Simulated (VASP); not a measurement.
# ZnSe: restarted molecular dynamics, 2 variants

ZnSe, F-43m (no. 216), 8 atoms in the cell. PBE, molecular dynamics; PAW potentials Se, Zn (PBE set).

| Restart from | Temperature at the end (K) | The same without a restart (K) | Potential energy at the end (eV/atom) | The same without a restart (eV/atom) | Electronic steps in the first step after the restart | Time (s) |
|---|---|---|---|---|---|---|
| CONTCAR with velocities, WAVECAR read | 877.0 | 877.0 | -2.89679 | -2.89679 | 4 | 230 |
| CONTCAR with velocities, no WAVECAR | 877.0 | 877.0 | -2.89680 | -2.89679 | 15 | 244 |

Limits: 180 fs of 8 atoms are too short for converged averages.

## Input of the first row

INCAR.step1:
```
GGA = PE
PREC = Normal
ENCUT = 280
EDIFF = 1E-6
NELMIN = 4
NELM = 60
ALGO = Normal
LREAL = Auto
LASPH = T
ISMEAR = 0
SIGMA = 0.05
ISYM = 0
LWAVE = T
LCHARG = F
IBRION = 0
NSW = 30
POTIM = 3.0
TEBEG = 1600
ISIF = 2
RANDOM_SEED = 177103 0 0
MDALGO = 2
SMASS = -3
KPAR = 2
```

INCAR.step2, as INCAR.step1 but for:
```
- LWAVE = T
+ LWAVE = F
```

KPOINTS:
```
k-points
0
Monkhorst-Pack
  2 2 2
```

POSCAR.step1:
```
ZnSe
1.0
    5.6676000000      0.0000000000      0.0000000000
    0.0000000000      5.6676000000      0.0000000000
    0.0000000000      0.0000000000      5.6676000000
Se Zn
4 4
Direct
    0.2500000000      0.2500000000      0.2500000000
    0.2500000000      0.7500000000      0.7500000000
    0.7500000000      0.2500000000      0.7500000000
    0.7500000000      0.7500000000      0.2500000000
    0.0000000000      0.0000000000      0.0000000000
    0.0000000000      0.5000000000      0.5000000000
    0.5000000000      0.0000000000      0.5000000000
    0.5000000000      0.5000000000      0.0000000000
```

Commands (each step's output is kept before the next begins):
```
cat potpaw_PBE.64/Se/POTCAR potpaw_PBE.64/Zn/POTCAR > POTCAR
cp INCAR.step1 INCAR
cp POSCAR.step1 POSCAR
mpirun -np 2 vasp_std > vasp.out
cp CONTCAR POSCAR
cp INCAR.step2 INCAR
mpirun -np 2 vasp_std > vasp.out
```

Changes of the last row against the first:
```
(step 1)
- LWAVE = True
+ LWAVE = False
```

VASP 6.6.1 took 230 s on 2 cores (Intel Xeon Platinum 8375C @ 2.90GHz (Ice Lake)), a shared host.
